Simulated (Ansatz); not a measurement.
# Convergence of Al₃Cu₂ with the occupation rule

Level of theory: DFT r2SCAN, scalar-relativistic, plane waves, PAW (Ansatz 0.2.0).

```yaml
crystal:
  lattice:
    - [4.09195, 0.00000, 0.00000]
    - [-2.04598, 3.54373, 0.00000]
    - [0.00000, 0.00000, 4.99278]
  atoms:
    - { symbol: Al, position: [0.00000, 0.00000, 0.00000] }
    - { symbol: Al, position: [0.33333, 0.66667, 0.34993] }
    - { symbol: Al, position: [0.66667, 0.33333, 0.65007] }
    - { symbol: Cu, position: [0.33333, 0.66667, 0.83951] }
    - { symbol: Cu, position: [0.66667, 0.33333, 0.16049] }
```

The plane-wave cutoff is 500 eV, the Γ-centred k-mesh is 12×12×8 and the spin treatment is unpolarised.

The atoms stay fixed while the occupation rule is varied. ΔE is the energy extrapolated to zero smearing, less that of the reference run (12×12×8 Γ-centred mesh, Gaussian smearing 0.1 eV). The cell isn't necessarily relaxed at this level. Pressure is positive in compression.

```tsv
rule, width (eV)	ΔE (meV/atom)	ΔF, free energy (meV/atom)	P (GPa)	largest change of a force component (eV/Å)
Gaussian 0.1	0.00	0.00	0.50	0.000
Gaussian 0.02	0.14	0.69	0.49	0.003
Gaussian 0.2	-0.12	-1.65	0.53	0.002
Fermi–Dirac 0.02	0.10	0.49	0.49	0.001
Fermi–Dirac 0.05	-0.03	-0.36	0.51	0.001
Fermi–Dirac 0.3	2.02	-33.4	1.15	0.036
Methfessel–Paxton 0.2	-0.08	0.48	0.48	0.003
Methfessel–Paxton 0.5	-0.14	1.01	0.50	0.003
cold 0.01	0.14	0.74	0.48	0.006
cold 0.02	0.14	0.73	0.49	0.004
cold 0.05	0.12	0.67	0.49	0.002
cold 0.3	-0.32	0.31	0.53	0.004
tetrahedron	-0.43	0.17	0.45	0.006
```

Cost: 13 runs of about 14 core-minutes in all, on Intel Xeon Processor @ 2.50GHz (Skylake/Cascade Lake) (shared hosts).